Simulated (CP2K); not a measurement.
# HgTe (Coloradoite) (F-43m) in CP2K: further runs

One crystal, HgTe (Coloradoite), is run at these levels: LDA; tasks: single point, equation of state.

All numbers are computed with CP2K 2026.2; they aren't measurements. Logs are shortened: lines on timing, memory, paths and dates and some standing lists are left out, and cuts for length are marked.

**Measured values to compare with.**

From a printed reference work, monograph, for a bulk crystal of HgTe: bulk modulus 43 GPa.

How close the calculation comes is told below.

### 1 The crystal as given

Symmetry: F-43m, No. 216, cubic system. Conventional cell: a = 6.429 Å, b = 6.429 Å, c = 6.429 Å, α = 90.00°, β = 90.00°, γ = 90.00°. Hg (site symmetry -43m) is surrounded by 4 Te at 2.78 Å. Around Te (site symmetry -43m) lie 4 Hg at 2.78 Å.

### 2 Single point, LDA, 33.22 Å³/atom

hgte_eos.inp

```
&GLOBAL
  PROJECT hgte_eos
  RUN_TYPE ENERGY_FORCE
  PRINT_LEVEL LOW
&END GLOBAL
&FORCE_EVAL
  METHOD QS
  STRESS_TENSOR ANALYTICAL
  &DFT
    BASIS_SET_FILE_NAME BASIS_MOLOPT_UZH
    POTENTIAL_FILE_NAME GTH_POTENTIALS
    &MGRID
      CUTOFF 450
      REL_CUTOFF 60
      NGRIDS 4
    &END MGRID
    &QS
      METHOD GPW
      EPS_DEFAULT 1.0E-10
    &END QS
    &KPOINTS
      SCHEME MONKHORST-PACK 7 7 7
      GAMMA_CENTERED T
      SYMMETRY T
      SYMMETRY_BACKEND SPGLIB
    &END KPOINTS
    &SCF
      SCF_GUESS ATOMIC
      EPS_SCF 1.0E-6
      MAX_SCF 100
      ADDED_MOS 10
      CHOLESKY OFF
      EPS_EIGVAL 1.0E-7
      &DIAGONALIZATION ON
        ALGORITHM STANDARD
      &END DIAGONALIZATION
      &MIXING ON
        METHOD BROYDEN_MIXING
        ALPHA 0.4
        BETA 1.5
        NBUFFER 8
      &END MIXING
      &SMEAR ON
        METHOD FERMI_DIRAC
        ELECTRONIC_TEMPERATURE [K] 580.226
      &END SMEAR
    &END SCF
    &XC
      &XC_FUNCTIONAL
        &LDA_X
        &END LDA_X
        &LDA_C_PW
        &END LDA_C_PW
      &END XC_FUNCTIONAL
    &END XC
    &PRINT
      &KPOINTS ON
      &END KPOINTS
      &MULLIKEN ON
      &END MULLIKEN
      &MO ON
        ENERGIES T
        OCCUPATION_NUMBERS T
        &EACH
          QS_SCF 0
        &END EACH
        ADD_LAST NUMERIC
      &END MO
    &END PRINT
  &END DFT
  &SUBSYS
    &CELL
      ABC 4.5459894962 4.5459894962 4.5459894962
      ALPHA_BETA_GAMMA 60.0000000000 60.0000000002 60.0000000003
      PERIODIC XYZ
    &END CELL
    &COORD
      SCALED
      Hg  0.0000000000 0.0000000000 0.0000000000
      Te  0.7500000000 0.7500000000 0.7500000000
    &END COORD
    &KIND Hg
      BASIS_SET TZVP-MOLOPT-PBE-GTH-q12
      POTENTIAL GTH-PADE-q12
    &END KIND
    &KIND Te
      BASIS_SET TZVP-MOLOPT-PBE-GTH-q6
      POTENTIAL GTH-PADE-q6
    &END KIND
    &PRINT
      &ATOMIC_COORDINATES ON
      &END ATOMIC_COORDINATES
      &CELL ON
      &END CELL
      &SYMMETRY ON
      &END SYMMETRY
    &END PRINT
  &END SUBSYS
  &PRINT
    &FORCES ON
    &END FORCES
    &STRESS_TENSOR ON
    &END STRESS_TENSOR
  &END PRINT
&END FORCE_EVAL
```

Potentials or basis: GTH_POTENTIALS Hg GTH-PADE-q12, Te GTH-PADE-q6; TZVP-MOLOPT-PBE-GTH basis.

Run with:

```sh
> OMP_NUM_THREADS=2 cp2k.psmp -i hgte_eos.inp -o hgte_eos.out
```

hgte_eos.out:

```text

 CP2K| version string:                                       CP2K version 2026.2
 CP2K| Input file name                                              hgte_eos.inp

 GLOBAL| Force Environment number                                              1
 GLOBAL| Basis set file name                                    BASIS_MOLOPT_UZH
 GLOBAL| Potential file name                                      GTH_POTENTIALS
 GLOBAL| MM Potential file name                                     MM_POTENTIAL
 GLOBAL| Coordinate file name                                      __STD_INPUT__
 GLOBAL| Method name                                                        CP2K
 GLOBAL| Project name                                                   hgte_eos
 GLOBAL| Run type                                                   ENERGY_FORCE
 GLOBAL| FFT library                                                       FFTW3
[... 8 lines left out ...]
 GLOBAL| CPU model name                                                  UNKNOWN

 CELL| Volume [angstrom^3]:                                            66.430923
 CELL| Vector a [angstrom]:       4.546     0.000     0.000   |a| =     4.545989
 CELL| Vector b [angstrom]:       2.273     3.937     0.000   |b| =     4.545989
 CELL| Vector c [angstrom]:       2.273     1.312     3.712   |c| =     4.545989
 CELL| Angle (b,c), alpha [degree]:                                    60.000000
 CELL| Angle (a,c), beta  [degree]:                                    60.000000
 CELL| Angle (a,b), gamma [degree]:                                    60.000000
 CELL| Numerically orthorhombic:                                              NO
 CELL| Periodicity                                                           XYZ

 CELL_REF| Volume [angstrom^3]:                                        66.430923
 CELL_REF| Vector a [angstrom     4.546     0.000     0.000   |a| =     4.545989
 CELL_REF| Vector b [angstrom     2.273     3.937     0.000   |b| =     4.545989
 CELL_REF| Vector c [angstrom     2.273     1.312     3.712   |c| =     4.545989
 CELL_REF| Angle (b,c), alpha [degree]:                                60.000000
 CELL_REF| Angle (a,c), beta  [degree]:                                60.000000
[... 12 lines left out ...]
 TOTAL NUMBERS AND MAXIMUM NUMBERS

  Total number of            - Atomic kinds:                                   2
                             - Atoms:                                          2
                             - Shell sets:                                     2
                             - Shells:                                        17
                             - Primitive Cartesian functions:                 10
                             - Cartesian basis functions:                     58
                             - Spherical basis functions:                     51

  Maximum angular momentum of- Orbital basis functions:                        3
                             - Local part of the GTH pseudopotential:          0
                             - Non-local part of the GTH pseudopotential:      4

 MODULE QUICKSTEP: ATOMIC COORDINATES IN ANGSTROM

   Atom Kind Element         X             Y             Z       Z(eff)     Mass
      1    1 Hg   80      0.000000      0.000000      0.000000  12.0000 200.5900
      2    2 Te   52      6.818984      3.936942      2.783839   6.0000 127.6000

 Crystal Symmetry Information
       International Symbol:                                               F-43m
       Point Group Symbol:                                                  -43m
       Schoenflies Symbol:                                                  Td^2
       Number of Symmetry Operations:                                         24

 SCF PARAMETERS         Density guess:                                    ATOMIC
                        --------------------------------------------------------
                        max_scf:                                             100
[... 7 lines left out ...]
                        --------------------------------------------------------
                        level_shift [a.u.]:                             0.000000
                        added MOs                                        10    0
                        --------------------------------------------------------
                        Mixing method:                            BROYDEN_MIXING
                                                charge density mixing in g-space
                        --------------------------------------------------------
                        Smear method:                                FERMI_DIRAC
                        Electronic temperature [K]:                        580.2
                        Electronic temperature [a.u.]:                  1.84E-03
                        Accuracy threshold:                             1.00E-10
[... 49 lines left out ...]
    10 Broy./Diag. 0.40E+00    0.8     0.00005703       -49.4269734705 -4.25E-04
    11 Broy./Diag. 0.40E+00    0.8     0.00000340       -49.4268903582  8.31E-05
    12 Broy./Diag. 0.40E+00    0.8     0.00000206       -49.4269066406 -1.63E-05
    13 Broy./Diag. 0.40E+00    0.8     0.00000095       -49.4269141854 -7.54E-06

  *** SCF run converged in    13 steps ***

  Electronic density on regular grids:        -17.9999999995        0.0000000005
  Core density on regular grids:               17.9999999968       -0.0000000032
  Total charge density on r-space grids:       -0.0000000027
  Total charge density g-space grids:          -0.0000000027

  Overlap energy of the core charge distribution:               0.00000000446995
  Self energy of the core charge distribution:                -88.92763962189808
  Core Hamiltonian energy:                                     25.21310301530870
  Hartree energy:                                              21.96621890761659
  Exchange-correlation energy:                                 -7.67857153829247
  Electronic entropic energy:                                  -0.00002495256666
  Fermi energy:                                                 0.14750543316142

  Total energy:                                               -49.42691418537139
  Total energy (extrapolated to T->0):                        -49.42690170908806

 MO| EIGENVALUES AND OCCUPATION NUMBERS FOR K POINT 1
 MO|
 MO|  Index      Eigenvalue [a.u.]        Eigenvalue [eV]             Occupation
 MO|      1              -0.282119              -7.676861               2.000000
 MO|      2              -0.122654              -3.337589               2.000000
 MO|      3              -0.122654              -3.337589               2.000000
 MO|      4              -0.105444              -2.869269               2.000000
 MO|      5              -0.105444              -2.869269               2.000000
 MO|      6              -0.101823              -2.770745               2.000000
[... 11 lines left out ...]
 MO|     18               0.659701              17.951387               0.000000
 MO|     19               0.659702              17.951412               0.000000
 MO| Sum:                                                              18.000020
 MO| E(Fermi):            0.147505 a.u.          4.013827 eV

 MO| EIGENVALUES AND OCCUPATION NUMBERS FOR K POINT 2
 MO|
 MO|  Index      Eigenvalue [a.u.]        Eigenvalue [eV]             Occupation
 MO|      1              -0.281980              -7.673074               2.000000
 MO|      2              -0.122576              -3.335475               2.000000
 MO|      3              -0.121083              -3.294824               2.000000
 MO|      4              -0.110995              -3.020341               2.000000
 MO|      5              -0.104932              -2.855355               2.000000
 MO|      6              -0.103411              -2.813954               2.000000
[... 297 lines left out ...]
 MO| EIGENVALUES AND OCCUPATION NUMBERS FOR K POINT 14
 MO|
 MO|  Index      Eigenvalue [a.u.]        Eigenvalue [eV]             Occupation
 MO|      1              -0.289907              -7.888763               2.000000
 MO|      2              -0.124037              -3.375226               2.000000
 MO|      3              -0.124037              -3.375226               2.000000
 MO|      4              -0.119055              -3.239660               2.000000
 MO|      5              -0.106179              -2.889273               2.000000
 MO|      6              -0.106179              -2.889273               2.000000
[... 11 lines left out ...]
 MO|     18               0.732669              19.936942               0.000000
 MO|     19               0.732670              19.936972               0.000000
 MO| Sum:                                                              17.999999
 MO| E(Fermi):            0.147505 a.u.          4.013827 eV

 [... the levels of further k-points ...]

 !-----------------------------------------------------------------------------!
                     Mulliken Population Analysis

 #  Atom  Element  Kind  Atomic population                           Net charge
       1     Hg       1         12.039552                             -0.039552
       2     Te       2          5.960448                              0.039552
 # Total charge                             18.000000                  0.000000

 !-----------------------------------------------------------------------------!

 ENERGY| Total FORCE_EVAL ( QS ) energy [hartree]            -49.426915771087145

 FORCES| Atomic forces [hartree/bohr]
 FORCES|   Atom     x               y               z               |f|
 FORCES|      1 -6.75353504E-11 -3.30648412E-09 -1.66064176E-09   3.70069309E-09
 FORCES|      2  6.61962991E-11  3.30597792E-09  1.66004701E-09   3.69994973E-09
 FORCES| Sum    -1.33905130E-12 -5.06207837E-13 -5.94747675E-13
 FORCES| Total atomic force                                       1.55017081E-12

 STRESS| Analytical stress tensor [bar]
 STRESS|                        x                   y                   z
 STRESS|      x        8.71739446130E+03  -1.16171815228E-03   1.68491825713E-03
 STRESS|      y       -1.16171815228E-03   8.71767860301E+03   7.07156462302E-03
 STRESS|      z        1.68491825713E-03   7.07156462302E-03   8.71767962464E+03
 STRESS| 1/3 Trace                                             8.71758422965E+03
 STRESS| Determinant                                           6.62503926482E+11

 STRESS| Eigenvectors and eigenvalues of the analytical stress tensor [bar]
 STRESS|                        1                   2                   3
 STRESS| Eigenvalues   8.71739444625E+03   8.71767203822E+03   8.71768620449E+03
 STRESS|      x           0.999972940594     -0.007198295172      0.001517440724
 STRESS|      y           0.004237835434      0.732270472097      0.681000731604
 STRESS|      z          -0.006013221314     -0.680975873465      0.732281162484
```

It took 12 s on 2 threads of Arm Neoverse V2, shared host; peak memory 0.32 GiB.

What came out:

```yaml
Free_energy: -1344.9748 eV
Pressure: 0.9 GPa
Band_gap_on_the_k_mesh: none (metal or under the smearing width)
Mulliken_charges: Hg -0.04; Te +0.04 e
```

Caveat: Mulliken charges move with the basis; the basis of atomic orbitals isn't converged, which shifts pressures, moduli and gaps.

### 3 Single point, LDA, 32.55 Å³/atom (volume scaled by 0.98)

Edit hgte_eos.inp of step 2 so:

```diff
@@ -11,2 +11,3 @@
     POTENTIAL_FILE_NAME GTH_POTENTIALS
+    WFN_RESTART_FILE_NAME previous-RESTART.kp
     &MGRID
@@ -27,3 +28,3 @@
     &SCF
-      SCF_GUESS ATOMIC
+      SCF_GUESS RESTART
       EPS_SCF 1.0E-6
@@ -72,4 +73,4 @@
     &CELL
-      ABC 4.5459894962 4.5459894962 4.5459894962
-      ALPHA_BETA_GAMMA 60.0000000000 60.0000000002 60.0000000003
+      ABC 4.5154785803 4.5154785803 4.5154785803
+      ALPHA_BETA_GAMMA 60.0000000009 60.0000000007 60.0000000006
       PERIODIC XYZ
```

Potentials or basis: GTH_POTENTIALS Hg GTH-PADE-q12, Te GTH-PADE-q6; TZVP-MOLOPT-PBE-GTH basis.

Run with:

```sh
> OMP_NUM_THREADS=2 cp2k.psmp -i hgte_eos.inp -o hgte_eos.out
```

Wall time 10 s (2 threads of Arm Neoverse V2, shared host); peak memory 0.32 GiB.

It converged, with:

- Free energy: -1344.9631 eV
- Pressure: 2.0 GPa
- Band gap on the k mesh: none (metal or under the smearing width)
- Mulliken charges: Hg -0.07; Te +0.07 e

Caveat: Mulliken charges move with the basis; the basis of atomic orbitals isn't converged, which shifts pressures, moduli and gaps.

### 4 Single point, LDA, 33.88 Å³/atom (volume scaled by 1.02)

Edit hgte_eos.inp of step 3 so:

```diff
@@ -73,4 +73,4 @@
     &CELL
-      ABC 4.5154785803 4.5154785803 4.5154785803
-      ALPHA_BETA_GAMMA 60.0000000009 60.0000000007 60.0000000006
+      ABC 4.5760962643 4.5760962643 4.5760962643
+      ALPHA_BETA_GAMMA 60.0000000007 60.0000000005 60.0000000009
       PERIODIC XYZ
```

Run with:

```sh
> OMP_NUM_THREADS=2 cp2k.psmp -i hgte_eos.inp -o hgte_eos.out
```

Run time: 10 s. Hardware: 2 threads of Arm Neoverse V2, shared host; peak memory 0.31 GiB.

It converged, with:

```
Free energy            : -1344.9779 eV
Pressure               : -0.1 GPa
Band gap on the k mesh : none (metal or under the smearing width)
Mulliken charges       : Hg -0.01; Te +0.01 e
```

Caveat: Mulliken charges move with the basis; the basis of atomic orbitals isn't converged, which shifts pressures, moduli and gaps.

### 5 Single point, LDA, 31.89 Å³/atom (volume scaled by 0.96)

Edit hgte_eos.inp of step 4 so:

```diff
@@ -73,4 +73,4 @@
     &CELL
-      ABC 4.5760962643 4.5760962643 4.5760962643
-      ALPHA_BETA_GAMMA 60.0000000007 60.0000000005 60.0000000009
+      ABC 4.4845496741 4.4845496742 4.4845496741
+      ALPHA_BETA_GAMMA 59.9999999995 59.9999999995 60.0000000001
       PERIODIC XYZ
```

Run with:

```sh
> OMP_NUM_THREADS=2 cp2k.psmp -i hgte_eos.inp -o hgte_eos.out
```

Run time: 11 s. Hardware: 2 threads of Arm Neoverse V2, shared host; peak memory 0.32 GiB.

Results (log left out):

```
Free energy            : -1344.9419 eV
Pressure               : 3.2 GPa
Band gap on the k mesh : none (metal or under the smearing width)
Mulliken charges       : Hg -0.10; Te +0.10 e
```

Caveat: Mulliken charges move with the basis; the basis of atomic orbitals isn't converged, which shifts pressures, moduli and gaps.

### 6 Single point, LDA, 34.54 Å³/atom (volume scaled by 1.04)

Edit hgte_eos.inp of step 5 so:

```diff
@@ -73,4 +73,4 @@
     &CELL
-      ABC 4.4845496741 4.4845496742 4.4845496741
-      ALPHA_BETA_GAMMA 59.9999999995 59.9999999995 60.0000000001
+      ABC 4.6058120077 4.6058120078 4.6058120078
+      ALPHA_BETA_GAMMA 59.9999999993 59.9999999997 59.9999999999
       PERIODIC XYZ
```

Potentials or basis: GTH_POTENTIALS Hg GTH-PADE-q12, Te GTH-PADE-q6; TZVP-MOLOPT-PBE-GTH basis.

Run with:

```sh
> OMP_NUM_THREADS=2 cp2k.psmp -i hgte_eos.inp -o hgte_eos.out
```

Run time: 10 s. Hardware: 2 threads of Arm Neoverse V2, shared host; peak memory 0.31 GiB.

The run converged. Its results:

```yaml
Free_energy: -1344.9735 eV
Pressure: -0.9 GPa
Band_gap_on_the_k_mesh: none (metal or under the smearing width)
Mulliken_charges: Hg +0.01; Te -0.01 e
```

Caveat: Mulliken charges move with the basis; the basis of atomic orbitals isn't converged, which shifts pressures, moduli and gaps.

### 7 Single point, LDA, 31.22 Å³/atom (volume scaled by 0.94)

Edit hgte_eos.inp of step 6 so:

```diff
@@ -73,4 +73,4 @@
     &CELL
-      ABC 4.6058120077 4.6058120078 4.6058120078
-      ALPHA_BETA_GAMMA 59.9999999993 59.9999999997 59.9999999999
+      ABC 4.4531881608 4.4531881609 4.4531881609
+      ALPHA_BETA_GAMMA 60.0000000007 60.0000000005 60.0000000007
       PERIODIC XYZ
```

Run with:

```sh
> OMP_NUM_THREADS=2 cp2k.psmp -i hgte_eos.inp -o hgte_eos.out
```

Wall time 13 s (2 threads of Arm Neoverse V2, shared host); peak memory 0.32 GiB.

Results (log left out):

* Free energy: -1344.9099 eV
* Pressure: 4.6 GPa
* Band gap on the k mesh: none (metal or under the smearing width)
* Mulliken charges: Hg -0.13; Te +0.13 e

Caveat: Mulliken charges move with the basis; the basis of atomic orbitals isn't converged, which shifts pressures, moduli and gaps.

### 8 Single point, LDA, 35.21 Å³/atom (volume scaled by 1.06)

Edit hgte_eos.inp of step 7 so:

```diff
@@ -73,4 +73,4 @@
     &CELL
-      ABC 4.4531881608 4.4531881609 4.4531881609
-      ALPHA_BETA_GAMMA 60.0000000007 60.0000000005 60.0000000007
+      ABC 4.6351491809 4.6351491810 4.6351491809
+      ALPHA_BETA_GAMMA 59.9999999995 59.9999999996 60.0000000001
       PERIODIC XYZ
```

Run with:

```sh
> OMP_NUM_THREADS=2 cp2k.psmp -i hgte_eos.inp -o hgte_eos.out
```

Wall time 11 s (2 threads of Arm Neoverse V2, shared host); peak memory 0.31 GiB.

It converged, with:

```yaml
Free_energy: -1344.9625 eV
Pressure: -1.7 GPa
Band_gap_on_the_k_mesh: none (metal or under the smearing width)
Mulliken_charges: Hg +0.03; Te -0.03 e
```

Caveat: Mulliken charges move with the basis; the basis of atomic orbitals isn't converged, which shifts pressures, moduli and gaps.

### 9 Equation of state, LDA

Potentials or basis: GTH_POTENTIALS Hg GTH-PADE-q12, Te GTH-PADE-q6; TZVP-MOLOPT-PBE-GTH basis.

No new run: the results of the series are fitted here.

Results:

```
Equilibrium volume                      : 33.81 Å³/atom
Bulk modulus                            : 47 GPa
Pressure derivative of the bulk modulus : 5.1
```

Energy against volume, from the lowest point:
```
volume (Å³/atom)  energy (meV/atom)
          31.223              34.03
          31.887              18.01
          32.551               7.40
          33.215               1.58
          33.880               0.00
          34.544               2.19
          35.208               7.72
```

Caveat: the basis of atomic orbitals isn't converged, which shifts pressures, moduli and gaps.

### 10 Against experiment

Step 9. A measured bulk modulus of HgTe is 43 GPa (a printed reference work, monograph); the calculated 47 GPa misses it by +8.7 %. The fit is for a static lattice scaled at fixed shape and fixed fractional positions.
